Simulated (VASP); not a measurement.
Here is the system:

```xyz
5
Lattice="6.1529 0.0000 0.0000 0.0000 6.1529 0.0000 0.0000 0.0000 6.1529" Properties=species:S:1:pos:R:3 pbc="T T T"
Cs     0.0000     0.0000     0.0000
Pb     3.0765     3.0765     3.0765
I      3.0765     0.0000     3.0765
I      0.0000     3.0765     3.0765
I      3.0765     3.0765     0.0000
```

Computed with LDA (Ceperley-Alder, Perdew-Zunger), VASP's LDA PAW potentials (set 64) (plane waves; VASP). Numerical set-up: 520 eV cut-off, 4×4×4 Γ-centred mesh, tetrahedra with Blöchl corrections, potentials Cs_sv Pb_d I.

The job: CsPbI3 (cubic perovskite), 5 atoms, LDA, static run, 520 eV, 4×4×4 Γ-centred mesh. Roughly how much core time does it take on a busy server core?

About 40 core-seconds (one run on a shared machine, a rough figure). It had 10 irreducible k-points, 26 bands, up to 6302 plane waves and 15 electronic steps.

The compound is CsPbI3 in the cubic perovskite structure, the ideal cubic form; the compound distorts at low or room temperature. It was relaxed first, which changed the volume by -6 %.
